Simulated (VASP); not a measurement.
# Co (P6_3/mmc) in VASP: settings compared

The runs below take Co through relaxation of cell and atoms, with LDA, PBE, PBEsol.

All numbers are computed with VASP 6.6.1; they aren't measurements. Logs are shortened: lines on timing, memory, paths and dates and some standing lists are left out, and cuts for length are marked.

## (1) The structure

It takes space group P6_3/mmc (No. 194, hexagonal). The conventional cell has a = 2.507 Å, b = 2.507 Å, c = 4.069 Å, α = 90.00°, β = 90.00°, γ = 120.00°. Around Co (site symmetry -6m2) lie 12 Co at 2.50 to 2.51 Å.

## (2) Relaxation of cell and atoms, LDA, collinear spin, ferromagnetic start

The input, INCAR:

```
SYSTEM = Co
  ALGO = Normal
  EDIFF = 1E-6
  EDIFFG = -0.005
  ENCUT = 400
  GGA = CA
  IBRION = 2
  ISIF = 3
  ISMEAR = -1
  ISPIN = 2
  LASPH = .True.
  LCHARG = .False.
  LMAXMIX = 4
  LORBIT = 11
  LREAL = .False.
  LWAVE = .False.
  MAGMOM = 2 2
  NELM = 100
  NSW = 40
  PREC = Accurate
  SIGMA = 0.05
```

The input, KPOINTS:

```
k-points
0
Gamma
  15 15 9
  0 0 0
```

The input, POSCAR:

```
Co
1.0
    2.5070000000      0.0000000000      0.0000000000
   -1.2535000000      2.1711256873      0.0000000000
    0.0000000000      0.0000000000      4.0690000000
Co
2
Direct
    0.0000000000      0.0000000000      0.0000000000
    0.3333333333      0.6666666667      0.5000000000
```

Potentials or basis: VASP PAW LDA potentials, release 64 (Co).

On the command line:

```console
> cat potpaw_LDA.64/Co/POTCAR > POTCAR
> mpirun -np 1 vasp_std > vasp.out
```

OUTCAR:

```text
SYSTEM = Co
   EDIFF = 1E-6
   EDIFFG = -0.005
   ENCUT = 400
   GGA = CA
   IBRION = 2
   ISIF = 3
   ISMEAR = -1
   ISPIN = 2
   LASPH = .True.
   LORBIT = 11
   LREAL = .False.
   NELM = 100
   NSW = 40
   PREC = Accurate

 ion  position               nearest neighbor table
   1  0.000  0.000  0.000-   2 2.50   2 2.50   2 2.50   2 2.50   2 2.50   2 2.50
   2  0.333  0.667  0.500-   1 2.50   1 2.50   1 2.50   1 2.50   1 2.50   1 2.50

  LATTYP: Found a hexagonal cell.
 ALAT       =     2.5070000000
 C/A-ratio  =     1.6230554448

  Lattice vectors:

 A1 = (   2.5070000000,   0.0000000000,   0.0000000000)
 A2 = (  -1.2535000000,   2.1711256873,   0.0000000000)
 A3 = (   0.0000000000,   0.0000000000,   4.0690000000)

Analysis of symmetry for initial positions (statically):
=====================================================================
 Subroutine PRICEL returns:
 Original cell was already a primitive cell.

 Routine SETGRP: Setting up the symmetry group for a
 hexagonal supercell.

 Subroutine GETGRP returns: Found 24 space group operations
 (whereof 12 operations were pure point group operations)
 out of a pool of 24 trial point group operations.

The static configuration has the point symmetry D_3h.
 The point group associated with its full space group is D_6h.

Analysis of symmetry for dynamics (positions and initial velocities):
=====================================================================
 Subroutine PRICEL returns:
 Original cell was already a primitive cell.

 Routine SETGRP: Setting up the symmetry group for a
 hexagonal supercell.

 Subroutine GETGRP returns: Found 24 space group operations
 (whereof 12 operations were pure point group operations)
 out of a pool of 24 trial point group operations.

The dynamic configuration has the point symmetry D_3h.
 The point group associated with its full space group is D_6h.

Analysis of structural, dynamic, and magnetic symmetry:
=====================================================================
 Subroutine PRICEL returns:
 Original cell was already a primitive cell.

 Routine SETGRP: Setting up the symmetry group for a
 hexagonal supercell.

 Subroutine GETGRP returns: Found 24 space group operations
 (whereof 12 operations were pure point group operations)
 out of a pool of 24 trial point group operations.

The overall configuration has the point symmetry D_3h.
 The point group associated with its full space group is D_6h.

 Subroutine INISYM returns: Found 24 space group operations
 (whereof 12 operations are pure point group operations),
 and found     1 'primitive' translations

----------------------------------------------------------------------------------------

                                     Primitive cell

  volume of cell :      22.1476

  direct lattice vectors                    reciprocal lattice vectors
     2.507000000  0.000000000  0.000000000     0.398883127  0.230295281  0.000000000
    -1.253500000  2.171125687  0.000000000     0.000000000  0.460590562  0.000000000
     0.000000000  0.000000000  4.069000000     0.000000000  0.000000000  0.245760629

  length of vectors
     2.507000000  2.507000000  4.069000000     0.460590562  0.460590562  0.245760629

  position of ions in fractional coordinates (direct lattice)
     0.000000000  0.000000000  0.000000000
     0.333333333  0.666666667  0.500000000

  ion indices of the primitive-cell ions
   primitive index   ion index
                 1           1
                 2           2

----------------------------------------------------------------------------------------

 KPOINTS: k-points

Automatic generation of k-mesh.
 Grid dimensions read from file:
 generate k-points for:   15   15    9

 Generating k-lattice:

  Cartesian coordinates                     Fractional coordinates (reciprocal lattice)
     0.026592208  0.015353019  0.000000000     0.066666667  0.000000000  0.000000000
     0.000000000  0.030706037  0.000000000     0.000000000  0.066666667  0.000000000
     0.000000000  0.000000000  0.027306737     0.000000000  0.000000000  0.111111111

  Length of vectors
     0.030706037  0.030706037  0.027306737

  Shift w.r.t. Gamma in fractional coordinates (k-lattice)
     0.000000000  0.000000000  0.000000000

 Subroutine IBZKPT returns following result:
 ===========================================

 Found    135 irreducible k-points:

 Following reciprocal coordinates:
            Coordinates               Weight
  0.000000  0.000000  0.000000      1.000000
  0.066667  0.000000  0.000000      6.000000
  0.133333  0.000000  0.000000      6.000000
  0.200000  0.000000  0.000000      6.000000
  0.266667  0.000000  0.000000      6.000000
  0.333333  0.000000  0.000000      6.000000
[... 16 lines left out ...]
  0.333333  0.200000  0.000000     12.000000
  0.400000  0.200000  0.000000      6.000000
 [... further k-points ...]
   k-points           NKPTS =    135   k-points in BZ     NKDIM =    135   number of bands    NBANDS=     15
   number of dos      NEDOS =    301   number of ions     NIONS =      2
   total plane-waves  NPLWV =   7168
   dimension x,y,z NGX =    16 NGY =   16 NGZ =   28
   dimension x,y,z NGXF=    32 NGYF=   32 NGZF=   56
   ions per type =               2
   NGX,Y,Z   is equivalent  to a cutoff of  10.61, 10.61, 11.44 a.u.
   NGXF,Y,Z  is equivalent  to a cutoff of  21.22, 21.22, 22.88 a.u.
 SYSTEM =  Co
   PREC   = accura    normal or accurate (medium, high low for compatibility)
   ISTART =      0    job   : 0-new  1-cont  2-samecut
   ICHARG =      2    charge: 1-file 2-atom 10-const
   ISPIN  =      2    spin polarized calculation?
   LNONCOLLINEAR =      F non collinear calculations
   LSORBIT =      F    spin-orbit coupling
   LASPH  =      T    aspherical Exc in radial PAW
   ENCUT  =  400.0 eV  29.40 Ry    5.42 a.u.   4.09  4.09  6.64*2*pi/ulx,y,z
   NELM   =    100;   NELMIN=  2; NELMDL= -5     # of ELM steps
   EDIFF  = 0.1E-05   stopping-criterion for ELM
   LREAL  =      F    real-space projection
   EDIFFG = -.5E-02   stopping-criterion for IOM
   NSW    =     40    number of steps for IOM
   IBRION =      2    ionic relax: 0-MD 1-quasi-New 2-CG
   NFREE  =      1    steps in history (QN), initial steepest desc. (CG)
   ISIF   =      3    stress and relaxation
   ISYM   =      2    0-nonsym 1-usesym 2-fastsym
   POTIM  = 0.5000    time-step for ionic-motion
   TEBEG  =    0.0;   TEEND  =   0.0 temperature during run
   PSTRESS=    0.0 pullay stress
   NELECT =      18.0000    total number of electrons
   NUPDOWN=      -1.0000    fix difference up-down
   EMIN   =  10.00;   EMAX   =-10.00  energy-range for DOS
   EFERMI =   0.00;   METHOD = LEGACY
   ISMEAR =    -1;   SIGMA  =   0.05  broadening in eV -4-tet -1-fermi 0-gaus
   EFERMI_NEDOS =   21; number of points for ismear=-14 and -15
   IALGO  =     38    algorithm
   IMIX   =      4    mixing-type and parameters
     AMIX     =   0.40;   BMIX     =  1.00
     AMIX_MAG =   1.60;   BMIX_MAG =  1.00
  volume/ion in A,a.u.               =      11.07        74.73
  Fermi-wavevector in a.u.,A,eV,Ry     =   1.527765  2.887058 31.756911  2.334067
  Thomas-Fermi vector in A             =   2.635617
   LORBIT       =     11    0 simple, 1 ext, 2 COOP (PROOUT), +10 PAW based schemes
   GGA     = CA    functional components
   LHFCALC =     F    Hartree Fock is set to
   AEXX    =    0.0000 exact exchange contribution
   IVDW    =     0    specifies the selected vdW correction
   LEPSILON=     F    determine dielectric tensor
   LRPA    =     F    only Hartree local field effects (RPA)
 conjugate gradient relaxation of ions
 spin polarized calculation
  energy-cutoff  :      400.00
  volume of cell :       22.15
 maximum number of plane-waves:       420
   NGX =  9   NGY =  9   NGZ = 13

--------------------------------------- Ionic step        1  -------------------------------------------

 number of electron      18.0000015 magnetization       3.1739615

 Free energy of the ion-electron system (eV)
  ---------------------------------------------------
  ext. energy  EPLUGINS =         0.00000000
  ---------------------------------------------------
  free energy    TOTEN  =       -16.09299873 eV

  energy without entropy =      -16.07773245  energy(sigma->0) =      -16.08536559

 E-fermi :   9.6016     XC(G=0): -13.6185

 val. band max:        9.6014368021   @ k =   0.2000   0.0667   0.0000
 cond. band min:       9.6028972429   @ k =   0.2667   0.1333   0.3333
 fundamental gap:      0.0014604408
 Fermi energy:         9.6016339535

 spin component 1

 k-point     1 :       0.0000    0.0000    0.0000
  band No.  band energies     occupation
      1       0.8274      1.00000
      2       4.6507      1.00000
      3       7.1569      1.00000
      4       7.2053      1.00000
      5       7.2053      1.00000
      6       7.5081      1.00000
      7       7.5081      1.00000
      8       7.8681      1.00000
      9       7.8681      1.00000
     10       8.9402      1.00000
     11       8.9402      1.00000
     12       9.5142      0.85171
     13      15.8142      0.00000
     14      31.4730      0.00000
     15      33.7687      0.00000
[... 1135 lines left out ...]
  energy  without entropy=      -16.2496973255  energy(sigma->0) =      -16.25786293

--------------------------------------- Ionic step        9  -------------------------------------------

 number of electron      17.9999994 magnetization       2.9612951

 Free energy of the ion-electron system (eV)
  ---------------------------------------------------
  ext. energy  EPLUGINS =         0.00000000
  ---------------------------------------------------
  free energy    TOTEN  =       -16.26604216 eV

  energy without entropy =      -16.24972863  energy(sigma->0) =      -16.25788540

 E-fermi :  11.1647     XC(G=0): -14.2500

 val. band max:       11.1631716949   @ k =   0.4000   0.2000   0.4444
 cond. band min:      11.1675676017   @ k =   0.4000   0.0000   0.4444
 fundamental gap:      0.0043959068
 Fermi energy:        11.1647105171

 spin component 1

 k-point     1 :       0.0000    0.0000    0.0000
  band No.  band energies     occupation
      1       1.7739      1.00000
      2       5.7143      1.00000
      3       8.6168      1.00000
      4       8.6255      1.00000
      5       8.6255      1.00000
      6       8.9977      1.00000
      7       8.9977      1.00000
      8       9.3953      1.00000
      9       9.3953      1.00000
     10      10.6895      0.99993
     11      10.6895      0.99993
     12      11.1207      0.70675
     13      18.4912      0.00000
     14      33.8467      0.00000
     15      37.2098      0.00000
[... 879 lines left out ...]
  FREE ENERGIE OF THE ION-ELECTRON SYSTEM (eV)
  ---------------------------------------------------
  free  energy   TOTEN  =       -16.2660421595 eV

  energy  without entropy=      -16.2497286308  energy(sigma->0) =      -16.25788540

 reached required accuracy - stopping structural energy minimisation

 total charge

# of ion       s       p       d       tot
------------------------------------------
    1        0.526   0.594   7.342   8.462
    2        0.526   0.594   7.342   8.462
--------------------------------------------------
tot          1.052   1.189  14.683  16.924

 magnetization (x)

# of ion       s       p       d       tot
------------------------------------------
    1       -0.013  -0.037   1.523   1.473
    2       -0.013  -0.037   1.523   1.473
--------------------------------------------------
tot         -0.026  -0.075   3.046   2.945
```

Wall time 2.5 min (1 thread of Intel Xeon Platinum 8488C (Sapphire Rapids), shared host); peak memory 0.16 GiB.

What came out:

```
Free energy                                           : -16.2660 eV
Relaxed volume                                        : 9.96 Å³/atom
Relaxed cell                                          : a = 2.425 Å, b = 2.425 Å, c = 3.909 Å, α = 90.00°, β = 90.00°, γ = 120.00°
Space group after relaxing (to 0.05 Å)                : P6_3/mmc (No. 194)
Energy gained by relaxing                             : 86.5 meV/atom
Ionic steps                                           : 9
Pressure after relaxing                               : 0.0 GPa
Band gap on the k mesh                                : none (metal or under the smearing width)
Net moment                                            : 2.96 μB per cell
Site moments                                          : Co +1.47 μB
Valence electrons inside the program's atomic spheres : Co 8.46
```

The path:
| step | energy change (eV) | largest force (eV/Å) | pressure (GPa) | volume (Å³) |
| --- | --- | --- | --- | --- |
| 1 | 0.0000 | 0.0000 | -22.44 | 22.15 |
| 2 | 0.1068 | 0.0000 | 40.33 | 17.54 |
| 3 | -0.1725 | 0.0000 | -1.07 | 19.99 |
| 4 | -0.1728 | 0.0000 | -0.05 | 19.92 |
| 5 | -0.1727 | 0.0000 | 0.47 | 19.87 |
| 6 | -0.1730 | 0.0000 | -0.50 | 19.95 |
| 7 | -0.1730 | 0.0000 | -0.32 | 19.93 |
| 8 | -0.1730 | 0.0000 | 0.17 | 19.90 |
| 9 | -0.1730 | 0.0000 | 0.03 | 19.91 |

Final structure:
```
CELL_PARAMETERS angstrom
2.42533 0.00000 0.00000
-1.21266 2.10040 0.00000
0.00000 0.00000 3.90857
ATOMIC_POSITIONS crystal
Co 0.00000 0.00000 0.00000
Co 0.33333 0.66667 0.50000
```

Levels at points of the mesh, in eV from the Fermi level:
Spin up:
| k point | band 8 | band 9 | band 10 | band 11 | band 12 | band 13 |
| --- | --- | --- | --- | --- | --- | --- |
| (0.00, 0.00, 0.00) | -1.77 | -1.77 | -0.48 | -0.48 | -0.04 | 7.33 |
Spin down:
```tsv
k point	band 3	band 4	band 5	band 6	band 7	band 8	band 9	band 10	band 11	band 12
(0.00, 0.00, 0.00)	-1.18	-1.18	-1.18	-0.77	-0.77	-0.32	-0.32	0.13	1.08	1.08
```

(Part 1 of 2 ends here.)
